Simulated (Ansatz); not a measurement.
Slab of diamond C (100), 6 layers

The slab is cut from the diamond crystal, which needn't be the stable phase, as relaxed on PAW files (5.51 Å³/atom), with 16 Å of vacuum and a dipole correction:

```yaml
crystal:
  lattice:
    - [2.49732, 0.00000, 0.00000]
    - [0.00000, 2.49732, 0.00000]
    - [0.00000, 0.00000, 20.41470]
  atoms:
    - { symbol: C, position: [0.75000, 0.00000, 0.39187] }
    - { symbol: C, position: [0.25000, 0.00000, 0.43512] }
    - { symbol: C, position: [0.25000, 0.50000, 0.47837] }
    - { symbol: C, position: [0.75000, 0.50000, 0.52163] }
    - { symbol: C, position: [0.75000, 0.00000, 0.56488] }
    - { symbol: C, position: [0.25000, 0.00000, 0.60813] }
```

Computed with Ansatz 0.2.0; functional LDA, scalar-relativistic. Settings: a Γ-centred 10×10×1 k mesh, Fermi–Dirac smearing of 0.02 eV, no spin polarisation. Methods: LAPW: all electrons, basis error target 1 meV/atom; PAW: frozen-core files, cutoff 420 eV.

The bulk energy comes from a cell in the slab's orientation on a 10×10×7 mesh. The surface energy is (E(slab) − N·E(bulk))/2A at zero smearing, the mean of both faces; thin slabs carry quantum-size effects.

The PAW files were made under PBE. Real surfaces of this kind reconstruct, which a 1×1 cell forbids.

Q: As cut, the LAPW slab lies 7.492 eV above 6 atoms of bulk. What surface energy is that?

A: Over two faces of 6.24 Å² it is 600.6 meV/Å², and times 16.02 J/m² per eV/Å² that gives γ = 9.623 J/m².

Q: What do relaxation and the other method give, and what work function comes out?

A: 

```tsv
method	γ as cut (J/m²)	γ relaxed (J/m²)	Φ as cut (eV)	Φ relaxed (eV)
LAPW	9.623	9.266	7.73	7.42
PAW	9.624	9.264	7.73	7.42
```

Q: How do the spacings between the planes relax?

A: From the bottom face up: d12 -12.7 % of 0.883 Å, d23 +5.3 % of 0.883 Å, d34 -3.2 % of 0.883 Å, d45 +5.3 % of 0.883 Å, d56 -12.7 % of 0.883 Å.

Q: A 1s core hole is made on one atom of each kind in every 1×1 cell (PAW hole dataset, neutral cell, valence without spin). What does it cost by layer?

A: layer 1 279.02 eV, layer 2 281.34 eV, layer 3 281.51 eV. Shifts between layers mean more than the absolute values, and a whole layer of holes screens otherwise than one hole.
